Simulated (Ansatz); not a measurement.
# AlGaN2: a frozen normal mode, part 2 of 2

This session takes AlGaN2 and sets out to trace the energy along mode 23.

Ansatz 0.2.0; DFT LDA, scalar-relativistic, plane waves, PAW. The steps go on from the part before.

## (8) x = 0.263 Å

File input.yaml:

```yaml
crystal:
  lattice:
    - [3.1152864652, 0.0, 0.0]
    - [0.0, 3.1152864652, 0.0]
    - [0.0, 0.0, 8.7686604219]
  atoms:
    - { symbol: Al, position: [0.5, 0.5, 0.25] }
    - { symbol: Al, position: [0.5, 0.5, 0.75] }
    - { symbol: Ga, position: [0.0, 0.0, 0.0066723117] }
    - { symbol: Ga, position: [0.0, 0.0, 0.4933276883] }
    - { symbol: "N", position: [0.5, 0.0, 0.3999618204] }
    - { symbol: "N", position: [0.5, 0.0, 0.8400895052] }
    - { symbol: "N", position: [0.0, 0.5, 0.1000381796] }
    - { symbol: "N", position: [0.0, 0.5, 0.6599104948] }
basis:
  ecutwfc: 420
kpoints:
  mp_grid: { grid: [8, 8, 4] }
hamiltonian:
  xc: lda
scf:
  occupations: { method: gaussian, width: 0.05 }
output:
  forces: true
  stress: true
  eigenvalues: true
```

Run with:

```console
ansatz run input.yaml --threads 2 --pin off --max-ram 5120MiB --backend cpu --events-out ev --progress --plain --runs-dir out
```

The program printed (excerpt; [...] marks lines left out):

```text
Warning: RAYON_NUM_THREADS=2 ignored (pool sized by the plan → 2); use --threads N
[...]
Pseudopotentials: kind: paw
Pseudopotential: Al, paw, valence charge 3, recommended cutoff 420 eV (normal), Al.paw.azcp
Pseudopotential: Ga, paw, valence charge 13, recommended cutoff 420 eV (normal), Ga.paw.azcp
Pseudopotential: N, paw, valence charge 5, recommended cutoff 420 eV (normal), N.paw.azcp
Functional definition: SPW92
[...]
Crystal: 8 atoms, lattice volume = 85.100 Å³
Basis set: ecut = 420 eV, 1677 PW (Γ)
Bands: 34, of which v1, the nominal top of the filled ones, is band 26 counted from 1 (25 counted from 0)
Symmetry: 8 space group operations
Space group: P-4m2 (ITA 115), of the structure as read, at distance tolerance 4.4e-5 Å
k-points: 45 of 256 (time reversal used)
[...]
SCF iter   7: F=-9939.672965 eV  HF=-9939.672965 eV  |F-HF|=1.76e-10  |Δ(HF+E_count)|=  8.00e-10  Δρ=4.06e-6  dr2=1.06e-8  ethr=1.92e-10  ⟨swp⟩=8.6  Hψ=6171  notcnv=0
[...]
SCF converged after 7 iterations
Free energy (F): -9939.672965 eV
[...]
E sigma→0 (E₀):  -9939.672965 eV
Fermi energy:    10.220141 eV
[...]
--- Forces (eV/Å), atoms counted from 1 ---
  atom   1  Al    -0.00000000     0.00000000     0.00000000
  atom   2  Al    -0.00000000     0.00000000     0.00000000
  atom   3  Ga    -0.00000000     0.00000000    -7.22104389
  atom   4  Ga     0.00000000     0.00000000     7.22104389
  atom   5  N      0.00000000     0.00000000    -6.72167868
  atom   6  N      0.00000000     0.00000000     6.48798009
  atom   7  N      0.00000000     0.00000000     6.72167868
  atom   8  N     -0.00000000     0.00000000    -6.48798009
[...]
--- Stress (GPa, compression-positive) ---
       20.395908       0.000000       0.000000
        0.000000      20.395908       0.000000
       -0.000000       0.000000      -3.733907
  P = ⅓ Tr σ = 12.3526 GPa (123.526 kbar)
--- Band table (eV; the first three rows and the last of 45) ---
[...]
```

It took 6.5 s on 2 threads of Arm Neoverse V2, shared host; peak memory 0.37 GiB.

## (9) x = 0.188 Å

File input.yaml:

```yaml
crystal:
  lattice:
    - [3.1152864652, 0.0, 0.0]
    - [0.0, 3.1152864652, 0.0]
    - [0.0, 0.0, 8.7686604219]
  atoms:
    - { symbol: Al, position: [0.5, 0.5, 0.25] }
    - { symbol: Al, position: [0.5, 0.5, 0.75] }
    - { symbol: Ga, position: [0.0, 0.0, 0.0047659369] }
    - { symbol: Ga, position: [0.0, 0.0, 0.4952340631] }
    - { symbol: "N", position: [0.5, 0.0, 0.3914086325] }
    - { symbol: "N", position: [0.5, 0.0, 0.8486426931] }
    - { symbol: "N", position: [0.0, 0.5, 0.1085913675] }
    - { symbol: "N", position: [0.0, 0.5, 0.6513573069] }
basis:
  ecutwfc: 420
kpoints:
  mp_grid: { grid: [8, 8, 4] }
hamiltonian:
  xc: lda
scf:
  occupations: { method: gaussian, width: 0.05 }
output:
  forces: true
  stress: true
  eigenvalues: true
```

Run with:

```console
ansatz run input.yaml --threads 2 --pin off --max-ram 5120MiB --backend cpu --events-out ev --progress --plain --runs-dir out
```

The program printed (excerpt; [...] marks lines left out):

```text
[...]
SCF converged after 7 iterations
Free energy (F): -9941.633192 eV
[...]
E sigma→0 (E₀):  -9941.633192 eV
Fermi energy:    10.133007 eV
[...]
--- Forces (eV/Å), atoms counted from 1 ---
  atom   1  Al    -0.00000000     0.00000000     0.00000000
  atom   2  Al    -0.00000000     0.00000000     0.00000000
  atom   3  Ga    -0.00000000     0.00000000    -5.48634335
  atom   4  Ga     0.00000000     0.00000000     5.48634335
  atom   5  N      0.00000000     0.00000000    -5.06814163
  atom   6  N      0.00000000     0.00000000     4.89331066
  atom   7  N      0.00000000     0.00000000     5.06814163
  atom   8  N     -0.00000000     0.00000000    -4.89331066
[...]
--- Stress (GPa, compression-positive) ---
       10.633845       0.000000      -0.000000
        0.000000      10.633845       0.000000
        0.000000       0.000000      -2.024532
  P = ⅓ Tr σ = 6.4144 GPa (64.144 kbar)
--- Band table (eV; the first three rows and the last of 45) ---
[...]
```

Run time: 6.1 s. Hardware: 2 threads of Arm Neoverse V2, shared host; peak memory 0.36 GiB.

## (10) Point x = 0.113 Å

File input.yaml:

```yaml
crystal:
  lattice:
    - [3.1152864652, 0.0, 0.0]
    - [0.0, 3.1152864652, 0.0]
    - [0.0, 0.0, 8.7686604219]
  atoms:
    - { symbol: Al, position: [0.5, 0.5, 0.25] }
    - { symbol: Al, position: [0.5, 0.5, 0.75] }
    - { symbol: Ga, position: [0.0, 0.0, 0.0028595622] }
    - { symbol: Ga, position: [0.0, 0.0, 0.4971404378] }
    - { symbol: "N", position: [0.5, 0.0, 0.3828554446] }
    - { symbol: "N", position: [0.5, 0.0, 0.857195881] }
    - { symbol: "N", position: [0.0, 0.5, 0.1171445554] }
    - { symbol: "N", position: [0.0, 0.5, 0.642804119] }
basis:
  ecutwfc: 420
kpoints:
  mp_grid: { grid: [8, 8, 4] }
hamiltonian:
  xc: lda
scf:
  occupations: { method: gaussian, width: 0.05 }
output:
  forces: true
  stress: true
  eigenvalues: true
```

Run with:

```console
ansatz run input.yaml --threads 2 --pin off --max-ram 5120MiB --backend cpu --events-out ev --progress --plain --runs-dir out
```

The program printed (excerpt; [...] marks lines left out):

```text
Warning: RAYON_NUM_THREADS=2 ignored (pool sized by the plan → 2); use --threads N
[...]
Pseudopotentials: kind: paw
Pseudopotential: Al, paw, valence charge 3, recommended cutoff 420 eV (normal), Al.paw.azcp
Pseudopotential: Ga, paw, valence charge 13, recommended cutoff 420 eV (normal), Ga.paw.azcp
Pseudopotential: N, paw, valence charge 5, recommended cutoff 420 eV (normal), N.paw.azcp
Functional definition: SPW92
[...]
Crystal: 8 atoms, lattice volume = 85.100 Å³
Basis set: ecut = 420 eV, 1677 PW (Γ)
Bands: 34, of which v1, the nominal top of the filled ones, is band 26 counted from 1 (25 counted from 0)
Symmetry: 8 space group operations
Space group: P-4m2 (ITA 115), of the structure as read, at distance tolerance 4.4e-5 Å
k-points: 45 of 256 (time reversal used)
[...]
SCF iter   7: F=-9942.997448 eV  HF=-9942.997448 eV  |F-HF|=2.28e-9  |Δ(HF+E_count)|=   2.57e-7  Δρ=5.54e-6  dr2=1.81e-8  ethr=1.92e-10  ⟨swp⟩=8.8  Hψ=6630  notcnv=0
[...]
SCF converged after 7 iterations
Free energy (F): -9942.997448 eV
[...]
E sigma→0 (E₀):  -9942.997448 eV
Fermi energy:    10.041123 eV
[...]
--- Forces (eV/Å), atoms counted from 1 ---
  atom   1  Al    -0.00000000     0.00000000     0.00000000
  atom   2  Al    -0.00000000     0.00000000     0.00000000
  atom   3  Ga    -0.00000000     0.00000000    -3.41327783
  atom   4  Ga     0.00000000     0.00000000     3.41327783
  atom   5  N      0.00000000     0.00000000    -3.12262743
  atom   6  N      0.00000000     0.00000000     3.04592696
  atom   7  N      0.00000000     0.00000000     3.12262743
  atom   8  N     -0.00000000     0.00000000    -3.04592696
[...]
--- Stress (GPa, compression-positive) ---
        3.875154       0.000000      -0.000000
        0.000000       3.875154       0.000000
       -0.000000       0.000000      -0.749804
  P = ⅓ Tr σ = 2.3335 GPa (23.335 kbar)
--- Band table (eV; the first three rows and the last of 45) ---
[...]
```

Run time: 6.1 s. Hardware: 2 threads of Arm Neoverse V2, shared host; peak memory 0.36 GiB.

## (11) Point x = 0.037 Å

File input.yaml:

```yaml
crystal:
  lattice:
    - [3.1152864652, 0.0, 0.0]
    - [0.0, 3.1152864652, 0.0]
    - [0.0, 0.0, 8.7686604219]
  atoms:
    - { symbol: Al, position: [0.5, 0.5, 0.25] }
    - { symbol: Al, position: [0.5, 0.5, 0.75] }
    - { symbol: Ga, position: [0.0, 0.0, 0.0009531874] }
    - { symbol: Ga, position: [0.0, 0.0, 0.4990468126] }
    - { symbol: "N", position: [0.5, 0.0, 0.3743022567] }
    - { symbol: "N", position: [0.5, 0.0, 0.8657490689] }
    - { symbol: "N", position: [0.0, 0.5, 0.1256977433] }
    - { symbol: "N", position: [0.0, 0.5, 0.6342509311] }
basis:
  ecutwfc: 420
kpoints:
  mp_grid: { grid: [8, 8, 4] }
hamiltonian:
  xc: lda
scf:
  occupations: { method: gaussian, width: 0.05 }
output:
  forces: true
  stress: true
  eigenvalues: true
```

Run with:

```console
ansatz run input.yaml --threads 2 --pin off --max-ram 5120MiB --backend cpu --events-out ev --progress --plain --runs-dir out
```

The program printed (excerpt; [...] marks lines left out):

```text
Warning: RAYON_NUM_THREADS=2 ignored (pool sized by the plan → 2); use --threads N
[...]
Pseudopotentials: kind: paw
Pseudopotential: Al, paw, valence charge 3, recommended cutoff 420 eV (normal), Al.paw.azcp
Pseudopotential: Ga, paw, valence charge 13, recommended cutoff 420 eV (normal), Ga.paw.azcp
Pseudopotential: N, paw, valence charge 5, recommended cutoff 420 eV (normal), N.paw.azcp
Functional definition: SPW92
[...]
Crystal: 8 atoms, lattice volume = 85.100 Å³
Basis set: ecut = 420 eV, 1677 PW (Γ)
Bands: 34, of which v1, the nominal top of the filled ones, is band 26 counted from 1 (25 counted from 0)
Symmetry: 8 space group operations
Space group: P-4m2 (ITA 115), of the structure as read, at distance tolerance 4.4e-5 Å
k-points: 45 of 256 (time reversal used)
[...]
SCF iter   1: F=—  HF=-9943.728904 eV  |F-HF|=—  |Δ(HF+E_count)|=         —  Δρ=1.13e-2  dr2=1.09e-1  ethr=1.77e-3  ⟨swp⟩=6.7  Hψ=6775  notcnv=0  defer=6
[...]
SCF iter   7: F=-9943.695584 eV  HF=-9943.695584 eV  |F-HF|=8.44e-9  |Δ(HF+E_count)|=   1.34e-7  Δρ=3.59e-6  dr2=1.55e-8  ethr=1.92e-10  ⟨swp⟩=8.8  Hψ=6481  notcnv=0
[...]
SCF converged after 7 iterations
Free energy (F): -9943.695584 eV
[...]
E sigma→0 (E₀):  -9943.695584 eV
Fermi energy:    9.960509 eV
[...]
--- Forces (eV/Å), atoms counted from 1 ---
  atom   1  Al    -0.00000000     0.00000000     0.00000000
  atom   2  Al    -0.00000000     0.00000000     0.00000000
  atom   3  Ga    -0.00000000     0.00000000    -1.15703246
  atom   4  Ga     0.00000000     0.00000000     1.15703246
  atom   5  N      0.00000000     0.00000000    -1.04814633
  atom   6  N      0.00000000     0.00000000     1.03816062
  atom   7  N      0.00000000     0.00000000     1.04814633
  atom   8  N      0.00000000     0.00000000    -1.03816062
[...]
--- Stress (GPa, compression-positive) ---
        0.429006       0.000000      -0.000000
        0.000000       0.429006       0.000000
        0.000000       0.000000      -0.090104
  P = ⅓ Tr σ = 0.2560 GPa (2.560 kbar)
--- Band table (eV; the first three rows and the last of 45) ---
[...]
```

Wall time 6 s (2 threads of Arm Neoverse V2, shared host); peak memory 0.36 GiB.

## (12) Results of the scan

Collected from the runs (energy zero: the undisturbed cell):

| x (Å) | ΔE (meV/cell) | force along the mode (eV/Å) | pressure (GPa) | gap on the mesh (eV) |
| --- | --- | --- | --- | --- |
| -0.300 | 5278.7 | 32.566 | 15.9 | 0.24 |
| -0.150 | 1388.4 | 18.228 | 4.1 | 1.95 |
| 0.000 | 0.0 | 0.000 | 0.0 | 3.05 |
| 0.037 | 88.0 | -4.688 | 0.3 | 2.96 |
| 0.075 | 351.0 | -9.326 | 1.0 | 2.71 |
| 0.113 | 786.1 | -13.859 | 2.3 | 2.36 |
| 0.188 | 2150.4 | -22.368 | 6.4 | 1.52 |
| 0.225 | 3062.2 | -26.202 | 9.2 | 1.08 |
| 0.263 | 4110.6 | -29.638 | 12.4 | 0.66 |

Not run, since symmetry makes them alike: 0.300 repeats -0.300, -0.225 repeats 0.225, 0.150 repeats -0.150, -0.075 repeats 0.075. Energy, pressure and gap are the same there.

## (13) Summary of results

The summary covers parts 1 to 2.

| quantity | value |
| --- | --- |
| harmonic wavenumber of the mode | 736 cm⁻¹ |
| the same from the force at an amplitude of 0.037 Å | 735 cm⁻¹ |

**Reading.** The force at the smallest amplitude gives 735 cm⁻¹ against 736 cm⁻¹ from the phonon run, so the curve is close to a parabola there. The undisturbed cell stays the lowest of the sampled points. The gap on the mesh stays between 0.24 and 3.05 eV.
